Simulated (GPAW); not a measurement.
# GaP (F-43m) in GPAW: a series of runs

One crystal, GaP, is run at these levels: PBE; tasks: single point.

All numbers are computed with GPAW 26.7.0; they aren't measurements. Logs are shortened: lines on timing, memory, paths and dates and some standing lists are left out, and cuts for length are marked. The log counts tension as positive stress, the text compression.

**What was measured.**

From “Stacking defects in GaP nanowires: Electronic structure and optical properties”, 2018, arxiv:1810.01194, for a bulk crystal of GaP at 10 K: band gap 2.34 eV (indirect).

The results are compared with them further down.

### Step 1. The structure

It takes space group F-43m (No. 216, cubic). The conventional cell has a = 5.451 Å, b = 5.451 Å, c = 5.451 Å, α = 90.00°, β = 90.00°, γ = 90.00°. Ga (site symmetry -43m) is surrounded by 4 P at 2.36 Å. P (site symmetry -43m) is surrounded by 4 Ga at 2.36 Å.

### Step 2. Single point, PBE

run.py reads:

```python
from ase import Atoms
from ase.dft.bandgap import bandgap
from ase.io import write
from ase.units import Bohr, GPa
from gpaw import GPAW, PW
from gpaw.elf import elf_from_dft_calculation

atoms = Atoms(['Ga', 'P'],
              cell=[[0.0, 2.72525, 2.72525],
                    [2.72525, 0.0, 2.72525],
                    [2.72525, 2.72525, 0.0]],
              scaled_positions=[[0.0, 0.0, 0.0],
                                [0.75, 0.75, 0.75]],
              pbc=True)

calc = GPAW(mode=PW(600),
            xc='PBE',
            kpts={'size': (8, 8, 8), 'gamma': True},
            occupations={'name': 'methfessel-paxton', 'order': 0, 'width': 0.023},
            nbands=11,
            convergence={'density': 1e-05, 'energy': 1e-05},
            maxiter=150,
            txt='gpaw.txt')
atoms.calc = calc
energy = atoms.get_potential_energy()
forces = atoms.get_forces()
stress = atoms.get_stress()
calc.write('gs.gpw')
write('result.traj', atoms)
print(f'Energy: {energy:.6f} eV')
print('Forces (eV/A):')
print(forces.round(4))
print('Stress (GPa):', (stress / GPa).round(3))
print('Fermi level:', round(calc.get_fermi_level(), 4), 'eV')
print(f'Gap: {bandgap(calc)[0]:.4f} eV, direct: {bandgap(calc, direct=True)[0]:.4f} eV')

# fields on the real-space grid
write('density.cube', atoms, data=calc.get_pseudo_density() * Bohr**3)
write('potential.cube', atoms, data=calc.get_electrostatic_potential())
write('elf.cube', atoms, data=elf_from_dft_calculation(calc).data)
```

Potentials or basis: GPAW PAW data sets (gpaw-data 1.2.1), pw.

Command:

```bash
$ OMP_NUM_THREADS=1 python run.py
```

gpaw.txt:

```text
__  _  _
 | _ |_)|_||  |
 |__||  | ||/\| - 26.7.0

Input parameters:
  mode=PW(ecut=600.0),
  convergence={'density': 1e-05, 'energy': 1e-05},
  kpts=MonkhorstPack(size=(8, 8, 8), gamma=True),
  maxiter=150,
  nbands=11,
  occupations=Occupations(name='methfessel-paxton', order=0, width=0.023),
  xc=XC(name='PBE')

Diagonalizing LCAO Hamiltonian
Converting LCAO to pw mode

                    P

       Ga

Atoms  # Å, Bohr magnetons
|   | symbol |        x |        y |        z |    initial magnetic moments |
|---|--------|----------|----------|----------|-----------------------------|
| 0 |     Ga | 0.000000 | 0.000000 | 0.000000 | ( 0.0000,  0.0000,  0.0000) |
| 1 |      P | 4.087875 | 4.087875 | 4.087875 | ( 0.0000,  0.0000,  0.0000) |

Unit cell  # Å
| periodic |        x |        y |        z |  lengths |    angles |
|----------|----------|----------|----------|----------|-----------|
|      yes | 0.000000 | 2.725250 | 2.725250 | 3.854086 | 60.000000 |
|      yes | 2.725250 | 0.000000 | 2.725250 | 3.854086 | 60.000000 |
|      yes | 2.725250 | 2.725250 | 0.000000 | 3.854086 | 60.000000 |

Number of symmetries: 24
Symmetry operations  # r_c * U_cc + t_c -> r_c
|    | kind |            matrix            |
|----|------|------------------------------|
|  0 |  E   |  1, 0, 0,  0, 1, 0,  0, 0, 1 |
|  1 |  σ   |  1, 0, 0,  0, 0, 1,  0, 1, 0 |
|  2 |  σ   |  1, 0,-1,  0, 1,-1,  0, 0,-1 |
|  3 |  C3  |  1, 0,-1,  0, 0,-1,  0, 1,-1 |
|  4 |  C3  |  1,-1, 0,  0,-1, 1,  0,-1, 0 |
|  5 |  σ   |  1,-1, 0,  0,-1, 0,  0,-1, 1 |
|  6 |  σ   |  0, 1, 0,  1, 0, 0,  0, 0, 1 |
|  7 |  C3  |  0, 1, 0,  0, 0, 1,  1, 0, 0 |
|  8 |  C2  |  0, 1,-1,  1, 0,-1,  0, 0,-1 |
|  9 |  S4  |  0, 1,-1,  0, 0,-1,  1, 0,-1 |
| 10 |  C3  |  0, 0, 1,  1, 0, 0,  0, 1, 0 |
| 11 |  σ   |  0, 0, 1,  0, 1, 0,  1, 0, 0 |
| 12 |  S4  |  0, 0,-1,  1, 0,-1,  0, 1,-1 |
| 13 |  C3  |  0, 0,-1,  0, 1,-1,  1, 0,-1 |
| 14 |  S4  |  0,-1, 1,  1,-1, 0,  0,-1, 0 |
| 15 |  C2  |  0,-1, 1,  0,-1, 0,  1,-1, 0 |
| 16 |  C3  |  0,-1, 0,  1,-1, 0,  0,-1, 1 |
| 17 |  S4  |  0,-1, 0,  0,-1, 1,  1,-1, 0 |
| 18 |  S4  | -1, 1, 0, -1, 0, 1, -1, 0, 0 |
| 19 |  C3  | -1, 1, 0, -1, 0, 0, -1, 0, 1 |
| 20 |  C3  | -1, 0, 1, -1, 1, 0, -1, 0, 0 |
| 21 |  S4  | -1, 0, 1, -1, 0, 0, -1, 1, 0 |
| 22 |  σ   | -1, 0, 0, -1, 1, 0, -1, 0, 1 |
| 23 |  C2  | -1, 0, 0, -1, 0, 1, -1, 1, 0 |

BZ-sampling:
  Number of BZ points: 512
  Number of IBZ points: 29

  Monkhorst-Pack size: [8, 8, 8]
  Monkhorst-Pack shift: [0.0625, 0.0625, 0.0625]

K-points  # in reciprocal-cell coordinates
|     |                                coordinates |     weight |
|-----|--------------------------------------------|------------|
|   0 | (  0.00000000,   0.00000000,   0.00000000) | 0.00195312 |
|   1 | (  0.12500000,   0.12500000,   0.00000000) | 0.01171875 |
|   2 | (  0.12500000,   0.12500000,   0.12500000) | 0.01562500 |
|   3 | (  0.25000000,   0.12500000,   0.12500000) | 0.02343750 |
|   4 | (  0.25000000,   0.25000000,   0.00000000) | 0.01171875 |
|   5 | (  0.25000000,   0.25000000,   0.12500000) | 0.04687500 |
|   6 | (  0.25000000,   0.25000000,   0.25000000) | 0.01562500 |
|   7 | (  0.37500000,   0.25000000,  -0.37500000) | 0.04687500 |
|   8 | (  0.37500000,   0.25000000,   0.12500000) | 0.04687500 |
|   9 | (  0.37500000,   0.25000000,   0.25000000) | 0.04687500 |
| ... |                                            |            |
|  28 | (  0.50000000,   0.50000000,   0.50000000) | 0.00781250 |

Plane wave coefficients: 1365
Cutoff: 600.0 eV

Spin-components: 1 (collinear spins)
Bands:           11
Projectors:      10
Spin-degeneracy: 2
Datatype:        complex128

Parallelization:
  kpt:    1
  domain: 1
  band:   1

Density:
  Valence electrons: 8.0
  Components: 1
  Grid points: [24 24 24]
  Charge: 0.0  # |e|

Potential:
  Grid points: [24 24 24]

species:
  Ga:
    name:    Gallium
    Z:       31.0
    valence: 3
    core:    28
    charge:  0.0  # [|e|]
    compensation charges:
      type: gauss
      rc: 0.37  # [Å]
      lmax: 2
    cutoffs:
      filter: 2.06  # [Å]
      core: 4.17  # [Å]
    projectors
    | kind |    occ | energy [eV] | rcut [Å] |
    |------|--------|-------------|----------|
    |   4s |  2.000 |      -8.945 |    1.164 |
    |   4p |  1.000 |      -2.580 |    1.164 |
    |    s |        |      18.266 |    1.164 |
    |    p |        |      24.631 |    1.164 |
    |    d |        |       0.000 |    1.164 |

    Using partial waves for Ga as LCAO basis

  P:
    name:    Phosphorus
    Z:       15.0
    valence: 5
    core:    10
    charge:  0.0  # [|e|]
    compensation charges:
      type: gauss
      rc: 0.30  # [Å]
      lmax: 2
    cutoffs:
      filter: 1.69  # [Å]
      core: 1.81  # [Å]
    projectors
    | kind |    occ | energy [eV] | rcut [Å] |
    |------|--------|-------------|----------|
    |   3s |  2.000 |     -13.968 |    0.953 |
    |   3p |  3.000 |      -5.506 |    0.953 |
    |    s |        |      13.244 |    0.953 |
    |    p |        |      21.705 |    0.953 |
    |    d |        |       0.000 |    0.953 |

    Using partial waves for P as LCAO basis

Reference energy: -62187.585188  # eV

eigensolver:
  PPCG
  Converge bands: occupied
  niter=2

density mixing:
  MSR1-Mixer
  Pratt-step length: 0.05
  Maximum mixing coefficient: 0.75
  Old densities: 10
  SVD Regularization: 0.005
  Good broyden scale: 1.0
  Trust region scale: 1.0
  Backstep threshold: 4.0
  History deletion threshold: 6.0
  Fourier metric: weight=20.0, sigma=0.015

occupation numbers:
  Methfessel-Paxton:
    width: 0.0230  # eV
    order: 0

poisson solver:
  ecut: 4800.0  # eV

xc functional:
  name: PBE with 2 nearest neighbor stencil

convergence criteria:
- Maximum integral of absolute [dens]ity change: 1e-05 electrons / valence electron
- Maximum [total energy] change in last 3 cyles: 1e-05 eV / valence electron
- Maximum integral of absolute [eigenst]ate change: 4e-08 eV^2 / valence electron
maximum number of iterations: 150

SCF iterations
|iter     | |      energy | eigst |  dens |
|---------|-|-------------|-------|-------|
|iter:   1| |   -9.218766 | -0.28 |       |
|iter:   2| |   -9.184672 | -2.34 | -0.84 |
|iter:   3| |   -9.036027 | -1.89 | -0.87 |
|iter:   4| |   -9.037229 | -3.46 | -1.52 |
|iter:   5| |   -9.037524 | -4.34 | -2.05 |
|iter:   6| |   -9.037562 | -5.62 | -2.79 |
|iter:   7| |   -9.037562c| -7.21 | -3.80 |
|iter:   8| |   -9.037562c| -7.58c| -4.36 |
|iter:   9| |   -9.037562c| -8.64c| -5.35c|

Converged in 9 steps
Energy contributions relative to reference atoms: (reference = -62187.585188)

Energy contributions:
  Kinetic:          24.590039
  Coulomb:         -21.584473
  Zero:              0.014661
  External:          0.000000
  Xc:              -12.057789
  Entropy:          -0.000000
  Spinorbit:         0.000000
  ----------------------------
  Free energy:      -9.037562
  Extrapolated:     -9.037562

dipole moment: (-10.829216, -10.829216, -10.829216)  # |e|*Ang

Fermi level: 5.492
Eigenvalues  # (at kpt = [0.000, 0.000, 0.000])
| band index |      eig [eV] | occ [0-2] |
|------------|---------------|-----------|
|          0 |        -7.509 |     2.000 |
|          1 |         4.954 |     2.000 |
|          2 |         4.954 |     2.000 |
|          3 |         4.954 |     2.000 |
|          4 |         6.848 |     0.000 |
|          5 |         8.885 |     0.000 |
|          6 |         8.885 |     0.000 |
|          7 |         8.885 |     0.000 |
|          8 |        13.831 |     0.000 |
|          9 |        14.653 |     0.000 |
|         10 |        14.653 |     0.000 |

Gap: 1.668 eV
Transition (v -> c):
  (s=0, k=0, n=3, [0.00, 0.00, 0.00]) -> (s=0, k=24, n=4, [0.50, 0.50, 0.00])
Direct/indirect transitions are different
Direct gap: 1.895 eV
Transition at: (s=0, k=0, n=3, [0.00, 0.00, 0.00])

Forces  # eV/Ang
|        x |        y |        z |
|----------|----------|----------|
| -0.00000 | -0.00000 | -0.00000 |  # Ga   0
| -0.00000 | -0.00000 |  0.00000 |  # P    1

Stress tensor  # eV/Ang^3
|         x |         y |         z |
|-----------|-----------|-----------|
| -0.028378 |  0.000000 | -0.000000 |
|  0.000000 | -0.028378 |  0.000000 |
| -0.000000 |  0.000000 | -0.028378 |

# Writing to gs.gpw (mode='')
```

Wall time 10 s (1 thread of Arm Neoverse V1, shared host); peak memory 0.15 GiB.

What came out:

| Item | Value |
| --- | --- |
| Free energy | -9.0376 eV |
| Pressure | 4.5 GPa |
| Band gap on the k mesh | 1.67 eV, indirect (least direct gap 1.89 eV) |

Levels at points of the mesh, in eV from the valence-band top:
```csv
k point,band 1,band 2,band 3,band 4,band 5,band 6,band 7
"(0.00, 0.00, 0.00)",-12.46,0.00,0.00,0.00,1.89,3.93,3.93
"(0.50, 0.50, 0.00)",-9.66,-6.72,-2.66,-2.66,1.67,1.85,10.64
"(0.50, 0.50, 0.50)",-10.54,-6.60,-1.11,-1.11,1.73,4.75,4.75
```

### Step 3. Single point, PBE

Changes to run.py since step 2:

```diff
@@ -3,5 +3,4 @@
 from ase.io import write
-from ase.units import Bohr, GPa
+from ase.units import GPa
 from gpaw import GPAW, PW
-from gpaw.elf import elf_from_dft_calculation
 
@@ -18,3 +17,3 @@
             kpts={'size': (8, 8, 8), 'gamma': True},
-            occupations={'name': 'methfessel-paxton', 'order': 0, 'width': 0.023},
+            occupations={'name': 'methfessel-paxton', 'order': 0, 'width': 0.024},
             nbands=11,
@@ -35,6 +34 @@
 print(f'Gap: {bandgap(calc)[0]:.4f} eV, direct: {bandgap(calc, direct=True)[0]:.4f} eV')
-
-# fields on the real-space grid
-write('density.cube', atoms, data=calc.get_pseudo_density() * Bohr**3)
-write('potential.cube', atoms, data=calc.get_electrostatic_potential())
-write('elf.cube', atoms, data=elf_from_dft_calculation(calc).data)
```

Potentials or basis: GPAW PAW data sets (gpaw-data 1.2.1), pw.

Command:

```bash
$ OMP_NUM_THREADS=1 python run.py
```

Run time: 10 s. Hardware: 1 thread of Arm Neoverse V1, shared host; peak memory 0.15 GiB.

The run converged. Its results:

```yaml
Free_energy: -9.0376 eV
Pressure: 4.5 GPa
Band_gap_on_the_k_mesh: 1.67 eV, indirect (least direct gap 1.89 eV)
```

Levels at points of the mesh, in eV from the valence-band top:
| k point | band 1 | band 2 | band 3 | band 4 | band 5 | band 6 | band 7 |
| --- | --- | --- | --- | --- | --- | --- | --- |
| (0.00, 0.00, 0.00) | -12.46 | 0.00 | 0.00 | 0.00 | 1.89 | 3.93 | 3.93 |
| (0.50, 0.50, 0.00) | -9.66 | -6.72 | -2.66 | -2.66 | 1.67 | 1.85 | 10.64 |
| (0.50, 0.50, 0.50) | -10.54 | -6.60 | -1.11 | -1.11 | 1.73 | 4.75 | 4.75 |

### Step 4. Single point, PBE

run.py reads:

```python
from ase.dft.bandgap import bandgap
from ase.io import read, write
from ase.units import Bohr, GPa
from gpaw import GPAW, PW
from gpaw.elf import elf_from_dft_calculation

atoms = read('GaP.xyz')

calc = GPAW(mode=PW(600),
            xc='PBE',
            kpts={'size': (8, 8, 8), 'gamma': True},
            occupations={'name': 'methfessel-paxton', 'order': 0, 'width': 0.025},
            nbands=11,
            convergence={'density': 1e-05, 'energy': 1e-05},
            maxiter=150,
            txt='gpaw.txt')
atoms.calc = calc
energy = atoms.get_potential_energy()
forces = atoms.get_forces()
stress = atoms.get_stress()
calc.write('gs.gpw')
write('result.traj', atoms)
print(f'Energy: {energy:.6f} eV')
print('Forces (eV/A):')
print(forces.round(4))
print('Stress (GPa):', (stress / GPa).round(3))
print('Fermi level:', round(calc.get_fermi_level(), 4), 'eV')
print(f'Gap: {bandgap(calc)[0]:.4f} eV, direct: {bandgap(calc, direct=True)[0]:.4f} eV')

# fields on the real-space grid
write('density.cube', atoms, data=calc.get_pseudo_density() * Bohr**3)
write('potential.cube', atoms, data=calc.get_electrostatic_potential())
write('elf.cube', atoms, data=elf_from_dft_calculation(calc).data)
```

GaP.xyz reads:

```xyz
2
Lattice="0.0000000000 2.7252500000 2.7252500000 2.7252500000 0.0000000000 2.7252500000 2.7252500000 2.7252500000 0.0000000000" Properties=species:S:1:pos:R:3 pbc="T T T"
Ga     0.0000000000      0.0000000000      0.0000000000
P      4.0878750000      4.0878750000      4.0878750000
```

Potentials or basis: GPAW PAW data sets (gpaw-data 1.2.1), pw.

Command:

```bash
$ OMP_NUM_THREADS=1 python run.py
```

gpaw.txt:

```text
__  _  _
 | _ |_)|_||  |
 |__||  | ||/\| - 26.7.0

Input parameters:
  mode=PW(ecut=600.0),
  convergence={'density': 1e-05, 'energy': 1e-05},
  kpts=MonkhorstPack(size=(8, 8, 8), gamma=True),
  maxiter=150,
  nbands=11,
  occupations=Occupations(name='methfessel-paxton', order=0, width=0.025),
  xc=XC(name='PBE')

Diagonalizing LCAO Hamiltonian
Converting LCAO to pw mode

                    P

       Ga

Atoms  # Å, Bohr magnetons
|   | symbol |        x |        y |        z |    initial magnetic moments |
|---|--------|----------|----------|----------|-----------------------------|
| 0 |     Ga | 0.000000 | 0.000000 | 0.000000 | ( 0.0000,  0.0000,  0.0000) |
| 1 |      P | 4.087875 | 4.087875 | 4.087875 | ( 0.0000,  0.0000,  0.0000) |

Unit cell  # Å
| periodic |        x |        y |        z |  lengths |    angles |
|----------|----------|----------|----------|----------|-----------|
|      yes | 0.000000 | 2.725250 | 2.725250 | 3.854086 | 60.000000 |
|      yes | 2.725250 | 0.000000 | 2.725250 | 3.854086 | 60.000000 |
|      yes | 2.725250 | 2.725250 | 0.000000 | 3.854086 | 60.000000 |

Number of symmetries: 24
Symmetry operations  # r_c * U_cc + t_c -> r_c
|    | kind |            matrix            |
|----|------|------------------------------|
|  0 |  E   |  1, 0, 0,  0, 1, 0,  0, 0, 1 |
|  1 |  σ   |  1, 0, 0,  0, 0, 1,  0, 1, 0 |
|  2 |  σ   |  1, 0,-1,  0, 1,-1,  0, 0,-1 |
|  3 |  C3  |  1, 0,-1,  0, 0,-1,  0, 1,-1 |
|  4 |  C3  |  1,-1, 0,  0,-1, 1,  0,-1, 0 |
|  5 |  σ   |  1,-1, 0,  0,-1, 0,  0,-1, 1 |
|  6 |  σ   |  0, 1, 0,  1, 0, 0,  0, 0, 1 |
|  7 |  C3  |  0, 1, 0,  0, 0, 1,  1, 0, 0 |
|  8 |  C2  |  0, 1,-1,  1, 0,-1,  0, 0,-1 |
|  9 |  S4  |  0, 1,-1,  0, 0,-1,  1, 0,-1 |
| 10 |  C3  |  0, 0, 1,  1, 0, 0,  0, 1, 0 |
| 11 |  σ   |  0, 0, 1,  0, 1, 0,  1, 0, 0 |
| 12 |  S4  |  0, 0,-1,  1, 0,-1,  0, 1,-1 |
| 13 |  C3  |  0, 0,-1,  0, 1,-1,  1, 0,-1 |
| 14 |  S4  |  0,-1, 1,  1,-1, 0,  0,-1, 0 |
| 15 |  C2  |  0,-1, 1,  0,-1, 0,  1,-1, 0 |
| 16 |  C3  |  0,-1, 0,  1,-1, 0,  0,-1, 1 |
| 17 |  S4  |  0,-1, 0,  0,-1, 1,  1,-1, 0 |
| 18 |  S4  | -1, 1, 0, -1, 0, 1, -1, 0, 0 |
| 19 |  C3  | -1, 1, 0, -1, 0, 0, -1, 0, 1 |
| 20 |  C3  | -1, 0, 1, -1, 1, 0, -1, 0, 0 |
| 21 |  S4  | -1, 0, 1, -1, 0, 0, -1, 1, 0 |
| 22 |  σ   | -1, 0, 0, -1, 1, 0, -1, 0, 1 |
| 23 |  C2  | -1, 0, 0, -1, 0, 1, -1, 1, 0 |

BZ-sampling:
  Number of BZ points: 512
  Number of IBZ points: 29

  Monkhorst-Pack size: [8, 8, 8]
  Monkhorst-Pack shift: [0.0625, 0.0625, 0.0625]

[... 79 lines left out ...]
    |------|--------|-------------|----------|
    |   3s |  2.000 |     -13.968 |    0.953 |
    |   3p |  3.000 |      -5.506 |    0.953 |
    |    s |        |      13.244 |    0.953 |
    |    p |        |      21.705 |    0.953 |
    |    d |        |       0.000 |    0.953 |

    Using partial waves for P as LCAO basis

Reference energy: -62187.585188  # eV

eigensolver:
  PPCG
  Converge bands: occupied
  niter=2

density mixing:
  MSR1-Mixer
  Pratt-step length: 0.05
  Maximum mixing coefficient: 0.75
  Old densities: 10
  SVD Regularization: 0.005
  Good broyden scale: 1.0
  Trust region scale: 1.0
  Backstep threshold: 4.0
  History deletion threshold: 6.0
  Fourier metric: weight=20.0, sigma=0.015

occupation numbers:
  Methfessel-Paxton:
    width: 0.0250  # eV
    order: 0

poisson solver:
  ecut: 4800.0  # eV

xc functional:
  name: PBE with 2 nearest neighbor stencil

convergence criteria:
- Maximum integral of absolute [dens]ity change: 1e-05 electrons / valence electron
- Maximum [total energy] change in last 3 cyles: 1e-05 eV / valence electron
- Maximum integral of absolute [eigenst]ate change: 4e-08 eV^2 / valence electron
maximum number of iterations: 150

SCF iterations
|iter     | |      energy | eigst |  dens |
|---------|-|-------------|-------|-------|
|iter:   1| |   -9.218766 | -0.28 |       |
|iter:   2| |   -9.184672 | -2.34 | -0.84 |
|iter:   3| |   -9.036027 | -1.89 | -0.87 |
|iter:   4| |   -9.037229 | -3.46 | -1.52 |
|iter:   5| |   -9.037524 | -4.34 | -2.05 |
|iter:   6| |   -9.037562 | -5.62 | -2.79 |
|iter:   7| |   -9.037562c| -7.21 | -3.80 |
|iter:   8| |   -9.037562c| -7.58c| -4.36 |
|iter:   9| |   -9.037562c| -8.64c| -5.35c|

Converged in 9 steps
Energy contributions relative to reference atoms: (reference = -62187.585188)

Energy contributions:
  Kinetic:          24.590039
  Coulomb:         -21.584473
  Zero:              0.014661
  External:          0.000000
  Xc:              -12.057789
  Entropy:          -0.000000
  Spinorbit:         0.000000
  ----------------------------
  Free energy:      -9.037562
  Extrapolated:     -9.037562

dipole moment: (-10.829216, -10.829216, -10.829216)  # |e|*Ang

Fermi level: 5.492
Eigenvalues  # (at kpt = [0.000, 0.000, 0.000])
| band index |      eig [eV] | occ [0-2] |
|------------|---------------|-----------|
|          0 |        -7.509 |     2.000 |
|          1 |         4.954 |     2.000 |
|          2 |         4.954 |     2.000 |
|          3 |         4.954 |     2.000 |
|          4 |         6.848 |     0.000 |
|          5 |         8.885 |     0.000 |
|          6 |         8.885 |     0.000 |
|          7 |         8.885 |     0.000 |
|          8 |        13.831 |     0.000 |
|          9 |        14.653 |     0.000 |
|         10 |        14.653 |     0.000 |

Gap: 1.668 eV
Transition (v -> c):
  (s=0, k=0, n=3, [0.00, 0.00, 0.00]) -> (s=0, k=24, n=4, [0.50, 0.50, 0.00])
Direct/indirect transitions are different
Direct gap: 1.895 eV
Transition at: (s=0, k=0, n=3, [0.00, 0.00, 0.00])

Forces  # eV/Ang
|        x |        y |        z |
|----------|----------|----------|
| -0.00000 | -0.00000 | -0.00000 |  # Ga   0
| -0.00000 | -0.00000 |  0.00000 |  # P    1

Stress tensor  # eV/Ang^3
|         x |         y |         z |
|-----------|-----------|-----------|
| -0.028378 |  0.000000 | -0.000000 |
|  0.000000 | -0.028378 |  0.000000 |
| -0.000000 |  0.000000 | -0.028378 |

# Writing to gs.gpw (mode='')
```

stdout:

```text
Energy: -9.037562 eV
Forces (eV/A):
[[-0. -0. -0.]
 [-0. -0.  0.]]
Stress (GPa): [-4.547 -4.547 -4.547  0.    -0.     0.   ]
Fermi level: 5.4917 eV
Gap: 1.6682 eV, direct: 1.8948 eV
```

Run time: 11 s. Hardware: 1 thread of Arm Neoverse V1, shared host; peak memory 0.15 GiB.

Results:

- Free energy: -9.0376 eV
- Pressure: 4.5 GPa
- Band gap on the k mesh: 1.67 eV, indirect (least direct gap 1.89 eV)

[end of part 1 of 2]
